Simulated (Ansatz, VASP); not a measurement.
Two plane-wave programs on SnSe

INCAR

```
PREC = Accurate ; ENCUT = 520
EDIFF = 1E-7 ; ISMEAR = 0
SIGMA = 0.01 ; LREAL = F
LASPH = T ; NELM = 80
ALGO = Normal ; ISIF = 2
LWAVE = F ; LCHARG = T
GGA = PE ; LELF = T
LVHAR = T ; NBANDS = 17
```

KPOINTS

```
Automatic mesh
0
Gamma
  8 8 8
```

File POSCAR:

```
SnSe
1.0
    0.0000000000      2.9848894965      2.9848894965
    2.9848894965      0.0000000000      2.9848894965
    2.9848894965      2.9848894965      0.0000000000
Sn Se
1 1
Direct
    0.0000000000      0.0000000000      0.0000000000
    0.5000000000      0.5000000000      0.5000000000
```

Input for Ansatz:

```yaml
crystal:
  lattice:
    - [0.0, 2.9848894965, 2.9848894965]
    - [2.9848894965, 0.0, 2.9848894965]
    - [2.9848894965, 2.9848894965, 0.0]
  atoms:
    - { symbol: Sn, position: [0.0, 0.0, 0.0] }
    - { symbol: Se, position: [0.5, 0.5, 0.5] }
kpoints:
  mp_grid: { grid: [8, 8, 8] }
  band_path:
    path:
      - [0.0, 0.0, 0.0]
      - [0.5, 0.0, 0.5]
      - [0.625, 0.25, 0.625]
      - [0.375, 0.375, 0.75]
      - [0.5, 0.5, 0.5]
      - [0.5, 0.25, 0.75]
      - [-0.060547, -0.042155, 0.479411]
      - [0.5, 0.475, 0.525]
    npoints: 1
hamiltonian:
  xc: pbe
scf:
  occupations: { method: fixed }
  n_extra_bands: 4
output:
  forces: true
  stress: true
  eigenvalues: true
```

Alike in both runs: task single point; functional PBE; k mesh 8 × 8 × 8; no spin polarisation.

|  | VASP | Ansatz |
| --- | --- | --- |
| version | VASP 6.6.1 | Ansatz 0.2.0 |
| potentials or method | VASP PAW PBE potentials, release 64 (Sn_d, Se) | plane waves, PAW |
| plane-wave cutoff (eV) | 520 | 420 |
| occupations | gaussian, width 0.01 eV | fixed |
| valence electrons in the cell | 20 | 30 |

```tsv
	VASP	Ansatz	Ansatz less VASP
gap on the k mesh at the Fermi level (eV)	0.69	0.69	-0.001
pressure (GPa)	2.3	2.3	-0.01
```

The two sets of potentials don't hold the same shells in valence.

Caveats: spin-orbit coupling is left out, which moves the levels of the heavy elements. A k mesh can miss the band edges.
